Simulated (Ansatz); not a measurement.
**CuCl2 in Ansatz: convergence with ecutfock ratio**

Input of the first run (ecutfock ratio 1); the others differ in this setting and in those tied to it:

File input.yaml:

```yaml
crystal:
  lattice:
    - [4.520648, 0.0, 0.0]
    - [0.0, 4.520648, 0.0]
    - [0.0, 0.0, 4.317712]
  atoms:
    - { symbol: Cu, position: [0.0, 0.0, 0.0] }
    - { symbol: Cl, position: [0.0, 0.5, 0.0] }
    - { symbol: Cl, position: [0.5, 0.0, 0.0] }
hamiltonian:
  xc: pbe0
  pseudopotentials: { kind: nc }
kpoints:
  mp_grid: { grid: [3, 3, 3] }
scf:
  occupations: { method: methfessel_paxton, width: 0.1 }
  exx: { ecutfock_ratio: 1 }
output:
  forces: true
  stress: true
  eigenvalues: true
```

Potentials or basis: Ansatz NC with PseudoDojo standard (PBE files).

Run with:

```bash
$ ansatz run input.yaml --threads 2 --pin off --max-ram 5632MiB --backend cpu --events-out ev --progress --plain --runs-dir out
```

Measurements of this composition are mostly on another form, of space group No. 12.

Hardware: 2 threads of Intel(R) Xeon(R) Platinum 8488C (Sapphire Rapids), with other jobs on the host.

```tsv
ecutfock ratio	energy less the tightest run, at zero smearing (meV/atom)	SCF cycles	CPU time (s)	peak memory (GiB)
1	-0.05	32	71	1
2	0.00	32	140	4.2
3	0.00	32	150	4.3
4	0.00	32	150	4.4
```

Against the tightest run, the energy stays within 1 meV/atom from 1 on. The tightest run that finished is the yardstick and may itself not be fully converged.

Caveat, for the tightest run too: the k mesh is coarse (spacing up to 0.49 Å⁻¹), so the values aren't converged, least of all with exact exchange; an odd number of electrons without spin polarisation forces a metal; a magnetic or distorted state may lie lower; the run has no spin polarisation, though such a crystal can be magnetic.
